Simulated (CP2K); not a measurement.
Crystal: CuO (Tenorite).

```
Cu O
1.0
     2.90398    0.00000    0.00000
     0.88211    2.76677    0.00000
    -0.69480   -0.50774    5.05944
Cu O
2 2
Direct
  0.49680 0.00320 0.50000
  0.00320 0.49680 0.00000
  0.40560 0.57140 0.75370
  0.57140 0.40560 0.25370
```

Base run:

| Property | Result |
| --- | --- |
| Program | CP2K 2026.2 |
| Functional | PBE |
| Potentials or basis | POTENTIAL_UZH Cu GTH-PBE-q11, O GTH-PBE-q6; TZVP-MOLOPT-PBE-GTH basis |
| Density cutoff | 8163 eV |
| k mesh | 10 × 10 × 5 |
| Occupations | fermi-dirac, width 0.05 eV |
| Spin | no spin polarisation |

Its results: band gap on the k mesh none (metal or under the smearing width); pressure 8.8 GPa; largest force 0.864 eV/Å.

Question: The run is repeated on the same cell with these changes: functional from PBE to PBEsol; eps_default from 1.0E-10 to 1.0E-9. What comes out?

Answer: Band gap on the k mesh none (metal or under the smearing width); pressure 1.2 GPa; largest force 0.806 eV/Å.

Caveats: the basis of atomic orbitals isn't converged, which shifts pressures, moduli and gaps; the run has no spin polarisation, though such a crystal can be magnetic; semilocal functionals often make such compounds metallic where correlation or magnetic order opens a gap, which also shifts bond lengths; the potentials were made for another functional, which shifts forces and pressure (some runs).
